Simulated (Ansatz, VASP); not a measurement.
Cd in VASP and in Ansatz

File INCAR:

```
SYSTEM = Cd
ALGO = Normal
EDIFF = 1E-7
ENCUT = 520
GGA = PE
ISIF = 2
ISMEAR = -1
LASPH = .TRUE.
LCHARG = .FALSE.
LREAL = .FALSE.
LWAVE = .FALSE.
NBANDS = 19
NELM = 80
PREC = Accurate
SIGMA = 0.05
```

File KPOINTS:

```
k-points
0
G
  10 10 5
  0 0 0
```

Contents of POSCAR:

```
Cd
1.0
    2.9788700000      0.0000000000      0.0000000000
   -1.4894350000      2.5797770946      0.0000000000
    0.0000000000      0.0000000000      5.6176500000
Cd
2
Direct
    0.6558780000      0.3294790000      0.7612670000
    0.3121480000      0.6811190000      0.2579970000
```

input.yaml

```yaml
crystal:
  lattice:
    - [2.97887, 0.0, 0.0]
    - [-1.489435, 2.5797770946, 0.0]
    - [0.0, 0.0, 5.61765]
  atoms:
    - { symbol: Cd, position: [0.655878, 0.329479, 0.761267] }
    - { symbol: Cd, position: [0.312148, 0.681119, 0.257997] }
hamiltonian:
  xc: pbe
  pseudopotentials: { kind: paw }
kpoints:
  mp_grid: { grid: [10, 10, 5] }
scf:
  occupations: { method: fermi_dirac, width: 0.05 }
output:
  forces: true
  stress: true
  eigenvalues: true
```

Change from the starting cell: atoms moved at random, drawn with an rms of 0.05 Å.

Alike in both runs: task single point; functional PBE; k mesh 10 × 10 × 5; occupations fermi-dirac, width 0.05 eV; no spin polarisation.

|  | VASP | Ansatz |
| --- | --- | --- |
| version | VASP 6.6.1 | Ansatz 0.2.0 |
| potentials or method | VASP PAW PBE potentials, release 64 (Cd) | Ansatz PAW |
| plane-wave cutoff (eV) | 520 | 420 |
| valence electrons in the cell | 24 | 40 |

VASP gave:

* gap on the k mesh at the Fermi level (eV): none
* pressure (GPa): 3.2
* largest component of the traceless stress (GPa): 1.30
* rms of the force components (eV/Å): 0.024

Q: Which values does Ansatz return?

A: gap on the k mesh at the Fermi level (eV): none; pressure (GPa): 2.9; largest component of the traceless stress (GPa): 1.16; rms of the force components (eV/Å): 0.023.

Atom by atom the forces differ by 0.001 eV/Å (rms over components). A gap of «none» marks a metal or a gap that the smearing closes. The functional is the same, so the differences come from potentials, cutoffs and numerics. The two sets of potentials don't hold the same shells in valence.
